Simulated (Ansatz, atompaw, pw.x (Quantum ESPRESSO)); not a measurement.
**pw.x on bcc H: one setting changed**

Potential: PAW, atompaw 4.2.0.5, PBE; core none, reference 1s1; waves: 1s (bound): rc 1.30 bohr; 1s channel at 0.25 Ry: rc 1.30 bohr; 2p channel at 0.5 Ry: rc 1.30 bohr; local part: bessel scheme, radius 1.20 bohr; core correction: none; augmentation: sinc compensation charge, radius 1.15 bohr; PAW radius 1.30 bohr; waves and projectors: custom rrkj gramschmidtortho.

The reference run (k-mesh 18³, cutoffs 40/400 Ry, Fermi–Dirac 0.01 Ry, mixing_beta 0.4, conv_thr 1e-9, no spin) gives -1.79 GPa at 3.033 Å³/atom, where all-electron LAPW gives -2.27 GPa. This run, with its own iteration cap, changes conv_thr to 1e-06.

```
&control
  calculation='scf', prefix='x', pseudo_dir='./', outdir='./tmp', tstress=.true., disk_io='none'
/
&system
  ibrav=0, nat=1, ntyp=1, ecutwfc=40, ecutrho=400, nbnd=7,
  occupations='smearing', smearing='fd', degauss=0.01
/
&electrons
  conv_thr=1e-06, mixing_beta=0.4, electron_maxstep=50
/
ATOMIC_SPECIES
H 1.0 H.UPF
CELL_PARAMETERS angstrom
  -0.91187954 0.91187954 0.91187954
  0.91187954 -0.91187954 0.91187954
  0.91187954 0.91187954 -0.91187954
ATOMIC_POSITIONS crystal
H 0.0000 0.0000 0.0000
K_POINTS automatic
18 18 18 0 0 0
```

```bash
pw.x < H.scf.in > H.scf.out
```

How does the run end?

It converges in 2 iterations; the free energy moves by +0.0 meV/atom and the pressure by +0.15 GPa.

```
Message from routine setup:
     using ibrav=0 with symmetry is DISCOURAGED, use correct ibrav instead
     lattice parameter (alat)  =       2.9847  a.u.
     unit-cell volume          =      20.4677 (a.u.)^3
     number of electrons       =         1.00
     number of Kohn-Sham states=            7
     kinetic-energy cutoff     =      40.0000  Ry
     charge density cutoff     =     400.0000  Ry
     scf convergence threshold =      1.0E-06
     Exchange-correlation= SLA PW PBX PBC
     number of k points=   195  Fermi-Dirac smearing, width (Ry)=  0.0100
     iteration #  1     ecut=    40.00 Ry     beta= 0.40
     total energy              =      -1.07498875 Ry
     estimated scf accuracy    <       0.00000127 Ry
     iteration #  2     ecut=    40.00 Ry     beta= 0.40
     the Fermi energy is     3.6007 ev
!    total energy              =      -1.07497059 Ry
     estimated scf accuracy    <       0.00000059 Ry
     smearing contrib. (-TS)   =      -0.00045069 Ry
     The total energy is F=E-TS. E is the sum of the following terms:
     one-electron contribution =       0.62532105 Ry
     hartree contribution      =       0.01712956 Ry
     xc contribution           =      -0.66074897 Ry
     ewald contribution        =      -1.05595055 Ry
     one-center paw contrib.   =      -0.00027099 Ry
     convergence has been achieved in   2 iterations
          total   stress  (Ry/bohr**3)                   (kbar)     P=      -16.34
     Message from routine punch:
     Nothing written, as per user request (disk_io='none')
```

The run took about 1.3 s on one core of a shared host (Intel(R) Xeon(R) 6975P-C, 192 threads, 378 GiB, load 62).
